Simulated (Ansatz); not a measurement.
# LaGaS3 (model cell, started as cubic perovskite with Ga in the octahedra): a soft mode frozen in

Which phase does LaGaS3 (model cell, started as cubic perovskite with Ga in the octahedra) fall into along its unstable mode, and how much energy does it gain?

Method: DFT PBEsol, scalar-relativistic, plane waves, PAW; PAW set soft_1, in Ansatz 0.2.0.

Report form: the programs' logs are mostly left out.

The structure was built from a prototype and need not be the compound's stable phase.

### Step 1. Set-up

The structure is cubic, space group Pm-3m (No. 221). Conventional cell: a = 4.679 Å, b = 4.679 Å, c = 4.679 Å, α = 90.00°, β = 90.00°, γ = 90.00°. La has 12 S at 3.31 Å nearest. Ga has 6 S at 2.34 Å nearest. Nearest to S lie 2 Ga at 2.34 Å and 4 La at 3.31 Å. Farther neighbours and most contacts between anions are not listed.

### Step 2. Phonons on a q mesh

The cell comes from relaxations at this level that are not shown. Stability and thermal properties need the whole zone. Linear response on a 4×4×4 q mesh gives force constants as far as a supercell of that size would.

Contents of input.yaml:

```yaml
crystal:
  lattice:
    - [4.6785878409, 0.0, 0.0]
    - [0.0, 4.6785878409, 0.0]
    - [0.0, 0.0, 4.6785878409]
  atoms:
    - { symbol: La, position: [0.0, 0.0, 0.0] }
    - { symbol: Ga, position: [0.5, 0.5, 0.5] }
    - { symbol: S, position: [0.5, 0.5, 0.0] }
    - { symbol: S, position: [0.5, 0.0, 0.5] }
    - { symbol: S, position: [0.0, 0.5, 0.5] }
kpoints:
  mp_grid: { grid: [8, 8, 8] }
hamiltonian:
  xc: pbesol
  pseudopotentials: { kind: paw, azcp: { folder: soft_1 }, xc_functional: pbe }
scf:
  occupations: { method: methfessel_paxton, width: 0.2 }
output:
  eigenvalues: true
phonons:
  method: dfpt
  qmesh: [4, 4, 4]
  temperatures: { t_max: 1000, t_step: 50 }
  qpath:
    path:
      - [[0.0, 0.0, 0.0], [0.0, 0.5, 0.0], [0.5, 0.5, 0.0], [0.0, 0.0, 0.0], [0.5, 0.5, 0.5], [0.0, 0.5, 0.0]]
      - [[0.5, 0.5, 0.5], [0.5, 0.5, 0.0]]
    npoints: 10
```

On the command line:

```
$ ansatz run input.yaml --threads 8 --pin off --max-ram 16384MiB --backend cpu --events-out ev --progress --plain --runs-dir out
```

Run time: 11 min. Hardware: 8 threads of Arm Neoverse V1, shared host; peak memory 4.4 GiB.

Numbers from this step:

| Property | Result |
| --- | --- |
| volume per atom | 20.48 Å³ |
| gap on the k-mesh | 0 eV |
| sum-rule residual before enforcement | 8.15e-5 eV/Å² |
| lowest frequency on the path | -185.0 cm⁻¹ |
| point group | m-3m |
| highest frequency on the path or at a solved wavevector | 431.3 cm⁻¹ |
| highest optical mode at the zone centre (no LO-TO term) | 356.8 cm⁻¹ |
| lowest optical zone-centre mode | -102.4 cm⁻¹ |
| lowest mode on the q mesh (acoustic modes at Γ apart) | -185.0 cm⁻¹ |

Frequencies (cm⁻¹) solved at each irreducible wavevector; negative means imaginary. Frequencies by wavevector, by row:

| q in reciprocal lattice units | star | mode 1 | mode 2 | mode 3 | mode 4 | mode 13 | mode 14 | mode 15 |
| --- | --- | --- | --- | --- | --- | --- | --- | --- |
| 0 0 0 | 1 | -102.4 | -102.4 | -102.4 | -98.5 | 356.8 | 356.8 | 356.8 |
| 0 0 0.25 | 6 | -94.8 | -94.8 | -81 | -81 | 356.7 | 359 | 359 |
| 0 0 -0.5 | 3 | -89.3 | -89.3 | -57.2 | -57.2 | 350.4 | 363.1 | 363.1 |
| 0 0.25 0.25 | 12 | -135.1 | -106.1 | -79.7 | -64.3 | 309.4 | 362 | 389.2 |
| 0 0.25 -0.5 | 12 | -144.7 | -87.4 | -85.3 | -68.1 | 278.3 | 366 | 394.1 |
| 0 -0.5 -0.5 | 3 | -164.7 | -109 | -109 | -18.7 | 223 | 369.8 | 398.5 |
| 0.25 0.25 0.25 | 8 | -144.1 | -129.4 | -129.4 | -59.3 | 307.1 | 307.1 | 413.3 |
| 0.25 0.25 -0.5 | 12 | -153.9 | -139.7 | -130.6 | -62.3 | 264.1 | 306.1 | 419.4 |
| 0.25 -0.5 -0.5 | 6 | -174.1 | -150 | -150 | -56.3 | 225.3 | 287.5 | 425 |
| -0.5 -0.5 -0.5 | 1 | -185 | -185 | -185 | -63.9 | 226.2 | 226.2 | 431.3 |

Interpolated from a 4×4×4 q mesh. Phonon branches along the path, in cm⁻¹:

| point | branch 1 | branch 2 | branch 3 | branch 4 | branch 12 | branch 13 | branch 14 | branch 15 |
| --- | --- | --- | --- | --- | --- | --- | --- | --- |
| Γ | -102 | -102 | -102 | -98 | 50 | 357 | 357 | 357 |
| halfway | -95 | -95 | -81 | -81 | 140 | 357 | 359 | 359 |
| X | -89 | -89 | -57 | -57 | 208 | 350 | 363 | 363 |
| halfway | -145 | -87 | -85 | -68 | 211 | 278 | 366 | 394 |
| M | -165 | -109 | -109 | -19 | 216 | 223 | 370 | 398 |
| halfway | -135 | -106 | -80 | -64 | 153 | 309 | 362 | 389 |
| Γ | -102 | -102 | -102 | -98 | 50 | 357 | 357 | 357 |
| halfway | -144 | -129 | -129 | -59 | 165 | 307 | 307 | 413 |
| R | -185 | -185 | -185 | -64 | 226 | 226 | 226 | 431 |
| halfway | -154 | -140 | -131 | -62 | 215 | 264 | 306 | 419 |
| X | -89 | -89 | -57 | -57 | 208 | 350 | 363 | 363 |
| jump to R | -185 | -185 | -185 | -64 | 226 | 226 | 226 | 431 |
| halfway | -174 | -150 | -150 | -56 | 221 | 225 | 288 | 425 |
| M | -165 | -109 | -109 | -19 | 216 | 223 | 370 | 398 |

Symmetry leaves 10 wavevectors to solve. The lowest mode among them, the acoustic zeros apart, lies at q = (-0.5, -0.5, -0.5) and is imaginary, 185.0i cm⁻¹, so the energy falls along it.

### Step 3. The mode frozen in, largest atomic shift 0 Å

The mode followed lies at q = (-0.5, -0.5, -0.5) with frequency 185.0i cm⁻¹ and is 3-fold degenerate, the softest among the wavevectors solved. At small amplitude the distorted cell has space group no. 167 by a symmetry search on the positions. The undistorted cell that holds it gives the zero of energy on the same k mesh.

System of this step: LaGaS3 (model cell, started as cubic perovskite with Ga in the octahedra). The structure is cubic, space group Pm-3m (No. 221). The conventional cell has a = 4.679 Å, b = 4.679 Å, c = 4.679 Å, α = 90.00°, β = 90.00°, γ = 90.00°. Nearest to La lie 12 S at 3.31 Å. Ga has 6 S at 2.34 Å nearest. S has 2 Ga at 2.34 Å and 4 La at 3.31 Å nearest. Farther neighbours and most contacts between anions are not listed.

input.yaml, the sections that differ from step 2:

```yaml
crystal:
  lattice:
    - [4.6785878409, 4.6785878409, 0.0]
    - [4.6785878409, 0.0, 4.6785878409]
    - [4.6785878409, 0.0, -4.6785878409]
  atoms:
    - { symbol: La, position: [0.0, 0.5, 0.5] }
    - { symbol: La, position: [0.0, 0.0, 1.0] }
    - { symbol: Ga, position: [0.5, 0.25, 0.75] }
    - { symbol: Ga, position: [0.5, 0.75, 0.25] }
    - { symbol: S, position: [0.5, 0.5, 0.5] }
    - { symbol: S, position: [0.5, 0.0, 0.0] }
    - { symbol: S, position: [0.0, 0.5, 0.0] }
    - { symbol: S, position: [0.0, 0.0, 0.5] }
    - { symbol: S, position: [0.5, 0.5, 0.0] }
    - { symbol: S, position: [0.5, 0.0, 0.5] }
output:
  forces: true
  stress: true
  eigenvalues: true
# kpoints, hamiltonian, scf: as in step 2
# phonons: removed
```

Wall time 4.2 s (8 threads); peak memory 0.96 GiB; 29 s of CPU time.

This step gave:

- pressure: 0.008547 GPa
- energy from the undistorted cell: 0 meV/atom

The run ends at a pressure of 0.01 GPa.

### Step 4. The mode frozen in, largest atomic shift 0.45 Å

The atoms are moved along the unstable eigenvector, the largest shift by 0.45 Å, with the cell fixed.

input.yaml, the sections that differ from step 3:

```yaml
crystal:
  lattice:
    - [4.6785878409, 4.6785878409, 0.0]
    - [4.6785878409, 0.0, 4.6785878409]
    - [4.6785878409, 0.0, -4.6785878409]
  atoms:
    - { symbol: La, position: [0.0, 0.5, 0.5] }
    - { symbol: La, position: [0.0, 0.0, 1.0] }
    - { symbol: Ga, position: [0.5, 0.25, 0.75] }
    - { symbol: Ga, position: [0.5, 0.75, 0.25] }
    - { symbol: S, position: [0.5680115587, 0.5, 0.5] }
    - { symbol: S, position: [0.4319884413, 0.0, 0.0] }
    - { symbol: S, position: [0.0, 0.5680115587, 0.0] }
    - { symbol: S, position: [0.0, -0.0680115587, 0.5] }
    - { symbol: S, position: [0.5680115587, 0.4319884413, 0.0] }
    - { symbol: S, position: [0.4319884413, 0.0680115587, 0.5] }
# kpoints, hamiltonian, scf, output: as in step 3
```

Wall time 9.7 s (8 threads); peak memory 1.1 GiB.

Numbers from this step:

| Item | Value |
| --- | --- |
| pressure | 0.6584 GPa |
| gap on the k-mesh | 0.5147 eV |
| energy from the undistorted cell | -141.0 meV/atom |

The energy, extrapolated to zero smearing, is -141.03 meV/atom against the undistorted cell.

The run ends at a pressure of 0.66 GPa, with forces up to 0.37 eV/Å.

### Step 5. Energy along the mode, all amplitudes (two of the runs are shown above)

An imaginary frequency means negative curvature, so the energy should fall and then rise again as anharmonic terms take over.

This step gave:

| Item | Value |
| --- | --- |
| depth at the lowest point sampled | 141.0 meV/atom |
| largest atomic shift at that point | 0.45 Å |

The energy from the parent by largest atomic shift:

```csv
largest atomic shift (Å),energy from the parent (meV/atom)
0.000,0
0.040,-2.02
0.080,-8.02
0.140,-23.9
0.220,-54.3
0.320,-97.2
0.450,-141
0.600,-138
```

Displacement at unit largest shift by atom:

| atom | x (Å) | y (Å) | z (Å) | size |
| --- | --- | --- | --- | --- |
| La1 | 0.000 | 0.000 | 0.000 | 0.000 |
| La2 | 0.000 | 0.000 | 0.000 | 0.000 |
| Ga3 | 0.000 | 0.000 | 0.000 | 0.000 |
| Ga4 | 0.000 | 0.000 | 0.000 | 0.000 |
| S5 | 0.707 | 0.707 | 0.000 | 1.000 |
| S6 | -0.707 | -0.707 | 0.000 | 1.000 |
| S7 | 0.707 | 0.000 | 0.707 | 1.000 |
| S8 | -0.707 | 0.000 | -0.707 | 1.000 |
| S9 | 0.000 | 0.707 | -0.707 | 1.000 |
| S10 | 0.000 | -0.707 | 0.707 | 1.000 |

The lowest of the steps tried is at 0.45 Å, 141 meV/atom below the parent; the bottom of the well need not coincide with a step.

### Step 6. Relaxing from the distorted cell

Starting from the lowest point found, all atoms and the cell are let go, so that strain and other modes of the same symmetry can join in.

input.yaml, as its differences from that of step 4:

```diff
@@ -27 +27,6 @@
   eigenvalues: true
+relax:
+  adjacent_minimum: "off"
+  f_tol: 0.002
+  max_steps: 120
+  cell: { stress_tol: 0.03 }
```

Elapsed: 63 s, on 8 threads; peak memory 1.2 GiB; 8.1 min of CPU time.

Relaxation path:

```csv
step,energy less that of the first step (eV),largest force component (eV/Å),pressure (GPa),volume (Å³)
1,0.0000,0.2583,0.66,204.82
2,-0.3319,0.0988,0.82,203.76
3,-0.3665,0.0302,-0.59,207.14
4,-0.3709,0.0040,0.12,205.20
5,-0.3710,0.0046,-0.04,205.55
6,-0.3710,0.0000,0.00,205.49
7*,-0.3715,0.0001,0.00,205.49
```

Relaxation steps marked * repeat the geometry before them on a plane-wave basis chosen anew for their cell, so energy and pressure can jump there.

The run keeps the 12 symmetry operations that it works with, so distortions that break them were not tested.

```csv
"conventional cell, symmetrised",before,after,change
a (Å),6.617,6.850,+3.5 %
b (Å),6.617,6.850,+3.5 %
c (Å),16.207,15.170,-6.4 %
volume (Å³/atom),20.48,20.55,+0.3 %
```

The atoms that moved most (Å, as changes of fractional coordinates times the final cell):

| atom | dx | dy | dz | length |
| --- | --- | --- | --- | --- |
| S10 | 0.000 | -0.098 | 0.098 | 0.138 |
| S8 | -0.098 | 0.000 | -0.098 | 0.138 |
| S7 | 0.098 | 0.000 | 0.098 | 0.138 |
| S9 | 0.000 | 0.098 | -0.098 | 0.138 |
| S6 | -0.098 | -0.098 | 0.000 | 0.138 |
| S5 | 0.098 | 0.098 | 0.000 | 0.138 |

This step gave:

```yaml
pressure: 0.001987 GPa
volume_per_atom: 20.55 Å³
gap_on_the_k_mesh: 0.4542 eV
```

The distorted start has space group R-3c; the relaxation ends in R-3c.

### Step 7. The new phase in its own primitive cell

The relaxed structure is symmetrised, reduced to its primitive cell and relaxed tightly, as its phonons need.

Contents of input.yaml:

```yaml
crystal:
  lattice:
    - [3.4251140908, 1.9774905423, 5.056606617]
    - [-3.4251140908, 1.9774905423, 5.056606617]
    - [0.0, -3.9549810846, 5.056606617]
  atoms:
    - { symbol: La, position: [0.25, 0.25, 0.25] }
    - { symbol: La, position: [0.75, 0.75, 0.75] }
    - { symbol: Ga, position: [0.5, 0.5, 0.5] }
    - { symbol: Ga, position: [0.0, 0.0, 0.0] }
    - { symbol: S, position: [0.8382002443, 0.25, 0.6617997557] }
    - { symbol: S, position: [0.1617997557, 0.75, 0.3382002443] }
    - { symbol: S, position: [0.3382002443, 0.1617997557, 0.75] }
    - { symbol: S, position: [0.6617997557, 0.8382002443, 0.25] }
    - { symbol: S, position: [0.75, 0.3382002443, 0.1617997557] }
    - { symbol: S, position: [0.25, 0.6617997557, 0.8382002443] }
kpoints:
  mp_grid: { grid: [6, 6, 6] }
hamiltonian:
  xc: pbesol
  pseudopotentials: { kind: paw, azcp: { folder: soft_1 }, xc_functional: pbe }
scf:
  occupations: { method: fixed }
output:
  forces: true
  stress: true
  eigenvalues: true
relax:
  adjacent_minimum: "off"
  f_tol: 0.001
  max_steps: 60
  cell: { stress_tol: 0.01 }
```

Run time: 10 s. Hardware: 8 threads; peak memory 1 GiB; 77 s of CPU time.

Little changed from the start: no atom moved by 0.005 Å and no cell edge by 0.1 %.

This step gave:

```yaml
pressure: 0.004056 GPa
gap_on_the_k_mesh: 0.4545 eV
direct_gap_on_mesh: 0.4545 eV
```

The largest force component left is 0.11 meV/Å and the pressure is 0.004 GPa, within the tolerances set. The cell now holds 20.55 Å³/atom.

### Step 8. Modes of the new phase, k-mesh 6×6×6, occupations fixed

A relaxed structure may still be a saddle point, so its zone-centre modes are computed. The response to a homogeneous field gives the Born charges and the dielectric tensor.

input.yaml, as its differences from that of step 7:

```diff
@@ -24,9 +24,6 @@
 output:
-  forces: true
-  stress: true
   eigenvalues: true
-relax:
-  adjacent_minimum: "off"
-  f_tol: 0.001
-  max_steps: 60
-  cell: { stress_tol: 0.01 }
+phonons:
+  method: dfpt
+  dielectric: true
+  rigid_motions: translations
```

It took 5.7 min on 8 threads; peak memory 5.6 GiB.

Numbers from this step:

```yaml
sum_rule_residual_before_enforcement: 2.15e-4 eV/Å²
miss_of_the_charge_sum_rule: 0.01575 e
estimated_error_of_the_dielectric_tensor: 0.1356
estimated_error_of_the_born_charges: 0.06062 e
point_group: -3m
highest_optical_mode_at_the_zone_centre_no_lo_to_term: 353.9 cm⁻¹
lowest_optical_zone_centre_mode: -43.12 cm⁻¹
mean_high_frequency_dielectric_constant: 11.08
largest_born_charge_third_of_the_trace: 4.447 e
top_of_the_zone_centre_spectrum_with_the_field: 353.9 cm⁻¹
```

(Continued in part 2 of 2.)

[Logs are printed without paths, hosts, clocks, repeated set-up lines and the standing remarks that a program may print on its own settings, such as how far it seeks lower states.]

[Hosts, paths, dates, database ids (printed as entryN), source tags and the programs' standing remarks are cut or masked in the printed files.]
